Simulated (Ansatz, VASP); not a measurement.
Given: the input of a run of Ansatz 0.2.0 on ZnS (Wurtzite-2H).

Contents of input.yaml:

```yaml
crystal:
  lattice:
    - [3.811, 0.0, 0.0]
    - [-1.9055, 3.3004228138, 0.0]
    - [0.0, 0.0, 6.234]
  atoms:
    - { symbol: Zn, position: [0.6666666667, 0.3333333333, 0.5] }
    - { symbol: Zn, position: [0.3333333333, 0.6666666667, 0.0] }
    - { symbol: S, position: [0.6666666667, 0.3333333333, 0.885] }
    - { symbol: S, position: [0.3333333333, 0.6666666667, 0.385] }
hamiltonian:
  xc: r2scan50
  pseudopotentials: { kind: paw }
kpoints:
  mp_grid: { grid: [4, 4, 3] }
  band_path:
    path:
      - [[0.0, 0.0, 0.0], [0.5, 0.0, 0.0], [0.3333333333, 0.3333333333, 0.0], [0.0, 0.0, 0.0], [0.0, 0.0, 0.5], [0.5, 0.0, 0.5], [0.3333333333, 0.3333333333, 0.5], [0.0, 0.0, 0.5]]
      - [[0.5, 0.0, 0.5], [0.5, 0.0, 0.0]]
      - [[0.3333333333, 0.3333333333, 0.0], [0.3333333333, 0.3333333333, 0.5]]
    npoints: 4
scf:
  occupations: { method: fermi_dirac, width: 0.05 }
  n_extra_bands: 10
output:
  forces: true
  stress: true
  eigenvalues: true
  fatbands: false
```

Potentials or basis: Ansatz PAW.

The run is started by

```console
$ ansatz run input.yaml --threads 2 --pin off --max-ram 5632MiB --backend cpu --events-out ev --progress --plain --runs-dir out
```

Question: Set up the same calculation for VASP 6.6.1. Potentials there: VASP PAW PBE potentials, release 64 (Zn, S).

Answer: As run (the cutoff follows the program's own potentials):

POSCAR

```
ZnS
1.0
    3.8110000000      0.0000000000      0.0000000000
   -1.9055000000      3.3004228138      0.0000000000
    0.0000000000      0.0000000000      6.2340000000
Zn S
2 2
Direct
    0.6666666667      0.3333333333      0.5000000000
    0.3333333333      0.6666666667      0.0000000000
    0.6666666667      0.3333333333      0.8850000000
    0.3333333333      0.6666666667      0.3850000000
```

The input INCAR.step1:

```
  PREC = Accurate
  ENCUT = 520
  EDIFF = 1E-5
  ISMEAR = -1
  SIGMA = 0.05
  LREAL = False
  LASPH = True
  NELM = 100
  ALGO = Normal
  ISIF = 2
  LWAVE = True
  LCHARG = False
  GGA = PE
```

Contents of INCAR.step2:

```
  PREC = Accurate
  ENCUT = 520
  EDIFF = 1E-7
  ISMEAR = -1
  SIGMA = 0.05
  LREAL = False
  LASPH = True
  NELM = 100
  ALGO = Normal
  ISIF = 2
  LWAVE = False
  LCHARG = False
  METAGGA = R2SCAN
  LHFCALC = True
  AEXX = 0.5
  LMIXTAU = True
  PRECFOCK = Fast
  ISTART = 1
```

KPOINTS

```
regular mesh
0
Gamma
  4 4 3
```

File KPOINTS_OPT:

```
path GMKGALHA,LM,KH
10
line-mode
reciprocal
 0.0000000000  0.0000000000  0.0000000000  G
 0.5000000000  0.0000000000  0.0000000000  M

 0.5000000000  0.0000000000  0.0000000000  M
 0.3333333333  0.3333333333  0.0000000000  K

 0.3333333333  0.3333333333  0.0000000000  K
 0.0000000000  0.0000000000  0.0000000000  G

 0.0000000000  0.0000000000  0.0000000000  G
 0.0000000000  0.0000000000  0.5000000000  A

 0.0000000000  0.0000000000  0.5000000000  A
 0.5000000000  0.0000000000  0.5000000000  L

 0.5000000000  0.0000000000  0.5000000000  L
 0.3333333333  0.3333333333  0.5000000000  H

 0.3333333333  0.3333333333  0.5000000000  H
 0.0000000000  0.0000000000  0.5000000000  A

 0.5000000000  0.0000000000  0.5000000000  L
 0.5000000000  0.0000000000  0.0000000000  M

 0.3333333333  0.3333333333  0.0000000000  K
 0.3333333333  0.3333333333  0.5000000000  H
```

Potentials or basis: VASP PAW PBE potentials, release 64 (Zn, S).

Launch:

```bash
$ cat potpaw_PBE.64/Zn/POTCAR potpaw_PBE.64/S/POTCAR > POTCAR
$ cp INCAR.step1 INCAR
$ mpirun -np 1 vasp_std > vasp.out
$ cp INCAR.step2 INCAR
$ mpirun -np 1 vasp_std > vasp.out
```

Both were run:

|  | VASP | Ansatz | Ansatz less VASP |
| --- | --- | --- | --- |
| gap on the k mesh at the Fermi level (eV) | 6.22 | 6.20 | -0.025 |
| least direct gap on the mesh (eV) | 6.22 | 6.20 | -0.025 |
| pressure (GPa) | 0.2 | 0.6 | +0.33 |
| largest component of the traceless stress (GPa) | 1.71 | 1.74 | +0.035 |
| rms of the force components (eV/Å) | 0.192 | 0.194 | +0.0027 |

Atom by atom the forces differ by 0.003 eV/Å (rms over components).

Caveats: the k mesh is coarse (spacing up to 0.48 Å⁻¹), so the values aren't converged, least of all with exact exchange; an unscreened hybrid on a path of extra k points without a Coulomb cutoff has errors near the mesh points, so the bands along the path aren't reliable (VASP); the PAW data sets were made with another functional, which shifts forces and pressure a little (VASP); the PAW data sets come from PBE, with cores solved anew for the run's functional, which leaves a small shift of forces and pressure (Ansatz); the thresholds are loose for stress (Ansatz).
